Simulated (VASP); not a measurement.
A VASP 6.6.1 single-point calculation on NaCl

INCAR

```
SIGMA = 0.02
ISIF = 2
LWAVE = .FALSE.
NSW = 0
NBANDS = 14
NELM = 120
EDIFF = 1E-7
IBRION = -1
LASPH = .TRUE.
ENCUT = 400
LCHARG = .FALSE.
ISMEAR = -1
LREAL = .FALSE.
PREC = Accurate
GGA = CA
```

KPOINTS

```
KPOINTS created by Atomic Simulation Environment
0
Gamma
6 6 6
0 0 0
```

POSCAR

```
Na Cl
 1.0000000000000000
    -0.0102000000000000    2.9649999999999999    2.8022999999999998
     2.7761000000000000    0.0036000000000000    2.7884000000000002
     2.7814999999999999    2.9565999999999999   -0.0018000000000000
 Na  Cl
   1   1
Cartesian
  2.8240693600000002  5.8994717000000003  2.8514768499999996
  2.7417148000000000  2.8577076399999997  2.7143541400000002
```

The recommended LDA PAW datasets give the neutral cell 14 valence electrons.

Command

```
mpirun -np 1 vasp_std
```

Q: Predict the outcome of this run.

A: It converged. Results: gap between bands v and c on the k mesh 4.58 eV; least direct gap on the k mesh 4.58 eV; pressure -2.6 GPa; largest force 0.22 eV/Å. Band v is the last that the valence electrons fill when counted band by band, and c is the next.

OSZICAR

```
N       E                     dE             d eps       ncg     rms          rms(c)
DAV:   1     0.830287710138E+02    0.83029E+02   -0.58309E+03  3148   0.886E+02
DAV:   2    -0.983655348702E+00   -0.84012E+02   -0.77973E+02  3474   0.230E+02
DAV:   3    -0.742894244903E+01   -0.64453E+01   -0.64142E+01  4078   0.621E+01
DAV:   4    -0.751986123970E+01   -0.90919E-01   -0.90890E-01  3766   0.810E+00
DAV:   5    -0.752180767111E+01   -0.19464E-02   -0.19464E-02  4080   0.119E+00    0.201E+00
DAV:   6    -0.733239813398E+01    0.18941E+00   -0.30222E-01  3960   0.332E+00    0.146E+00
DAV:   7    -0.731118658906E+01    0.21212E-01   -0.55459E-02  4458   0.138E+00    0.953E-01
DAV:   8    -0.730936892243E+01    0.18177E-02   -0.52996E-03  3838   0.662E-01    0.278E-01
DAV:   9    -0.730925638684E+01    0.11254E-03   -0.21598E-04  3904   0.106E-01    0.148E-01
DAV:  10    -0.730925502909E+01    0.13577E-05   -0.11888E-04  4024   0.811E-02    0.971E-03
DAV:  11    -0.730925406416E+01    0.96493E-06   -0.59743E-06  3910   0.246E-02    0.360E-03
DAV:  12    -0.730925406222E+01    0.19404E-08   -0.36322E-07  3898   0.542E-03
   1 F= -.73092541E+01 E0= -.73092541E+01  d E =-.629581E-13
```

For comparison, a separate LDA run of the intended cell, on usual settings and not on those above, gives a gap of 4.59 eV on its mesh and a pressure of -2.4 GPa.
